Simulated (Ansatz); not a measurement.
Convergence notes, G0W0 on CSi (ordering on diamond)

CSi as one 4-atom ordering (R-3m) on the diamond lattice, relaxed with r2SCAN; one-shot G0W0 in Ansatz without spin-orbit coupling. Values at 0 K without nuclear motion; spin polarisation is off, and the phase may be a hypothetical one.

```cif
data_structure
_symmetry_space_group_name_H-M 'P 1'
_symmetry_Int_Tables_number 1
_cell_length_a 5.6111
_cell_length_b 5.6111
_cell_length_c 5.6111
_cell_angle_alpha 31.893
_cell_angle_beta 31.893
_cell_angle_gamma 31.893
_cell_volume 43.81
loop_
_atom_site_label
_atom_site_type_symbol
_atom_site_fract_x
_atom_site_fract_y
_atom_site_fract_z
_atom_site_occupancy
C1 C 0.44919 0.44919 0.44919 1
Si1 Si 0.92547 0.92547 0.92547 1
Si2 Si 0.07453 0.07453 0.07453 1
C2 C 0.55081 0.55081 0.55081 1
```

Gaps are read over the mesh points alone. G0W0 here is at a finite number of bands, screening cutoff and k mesh, not at the basis limit.

| start | potentials | frequency model | mesh | empty bands | screening cutoff (eV) | Kohn-Sham gap (eV) | G0W0 gap (eV) | rough cost |
| --- | --- | --- | --- | --- | --- | --- | --- | --- |
| PBE | PAW | contour deformation | 6×6×6 | 71 | 80 | 0.49 | 0.92 | 2.8 core-minutes |
| PBE | PAW | contour deformation | 6×6×6 | 164 | 140 | 0.49 | 1.13 | 8 core-minutes |
| PBE | PAW | contour deformation | 6×6×6 | 302 | 210 | 0.49 | 1.22 | 25 core-minutes |
| HSE06 | PAW | contour deformation | 6×6×6 | 164 | 140 | 1.26 | 1.46 | 12 core-minutes |
| LDA | PAW | contour deformation | 6×6×6 | 164 | 140 | 0.48 | 1.13 | 8 core-minutes |
| r2SCAN | PAW | contour deformation | 6×6×6 | 164 | 140 | 0.68 | 1.26 | 10 core-minutes |
| PBE | PAW | Godby-Needs pole | 6×6×6 | 164 | 140 | 0.49 | 1.06 | 9 core-minutes |
| PBE | PAW | contour deformation | 8×8×8 | 71 | 80 | 0.49 | 0.92 | 15 core-minutes |
| PBE | norm-conserving | contour deformation | 6×6×6 | 164 | 140 | 0.48 | 1.13 | 24 core-minutes |

The quasiparticle gap on this mesh is 1.22 eV (Γ to F), against 0.49 eV from PBE: +0.73 eV. Renormalisation factors Z lie between 0.75 and 0.81.

Raising bands and cutoff together moves the gap by +0.21 eV (80 to 140 eV), then +0.09 eV (140 to 210 eV); the last step is still large, so the basis limit isn't reached. Starting from HSE06 (1.26 eV against PBE's 0.49 eV) gives 1.46 eV, +0.33 eV from G0W0@PBE at the same screening cutoff. Starting from LDA (0.48 eV against PBE's 0.49 eV) gives 1.13 eV, 0.00 eV from G0W0@PBE at the same screening cutoff. Starting from r2SCAN (0.68 eV against PBE's 0.49 eV) gives 1.26 eV, +0.13 eV from G0W0@PBE at the same screening cutoff. The Godby-Needs plasmon pole differs from contour deformation by -0.07 eV. An 8×8×8 mesh in place of 6×6×6 changes the opening over PBE by 0.00 eV (the gap on the mesh by 0.00 eV). Norm-conserving potentials (wave cutoff 1116 eV against 420 eV) shift the quasiparticle gap by 0.00 eV and the PBE gap by -0.01 eV. r2SCAN runs take a wave cutoff of 500 eV.
